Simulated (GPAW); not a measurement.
Crystal: MgB2.

```
Mg B
1.0
     3.08500    0.00000    0.00000
    -1.54250    2.67169    0.00000
     0.00000    0.00000    3.52300
Mg B
1 2
Direct
  0.00000 0.00000 0.00000
  0.66667 0.33333 0.50000
  0.33333 0.66667 0.50000
```

```yaml
Program: GPAW 26.7.0
Task: relaxation of cell and atoms
Functional: PBEsol
Potentials_or_basis: PAW data sets generated in the run's folder for this functional
Cutoff: 800 eV
Basis: pw
k_mesh: 7 × 7 × 6
Occupations: fermi-dirac, width 0.05 eV
Spin: no spin polarisation
```

At the start: pressure -3.3 GPa; volume 9.68 Å³/atom.

Question: How do energy, volume and symmetry change on relaxing?

Answer: Over 3 steps the energy falls by 2.1 meV/atom and the volume is 9.48 Å³/atom (-2.0 %); space group P6/mmm (No. 191, to 0.05 Å).

The path:
```
step  energy change (eV)  largest force (eV/Å)  pressure (GPa)  volume (Å³)
   1              0.0000                0.0000           -3.27        29.04
   2             -0.0016                0.0000           -2.83        28.96
   3             -0.0062                0.0000            0.04        28.44
```

Final structure:
```
Mg B
1.0
     3.05892    0.00000    0.00000
    -1.52946    2.64910    0.00000
     0.00000    0.00000    3.51015
Mg B
1 2
Direct
  0.00000 0.00000 0.00000
  0.66667 0.33333 0.50000
  0.33333 0.66667 0.50000
```

Caveat: later steps reuse the first step's grids.
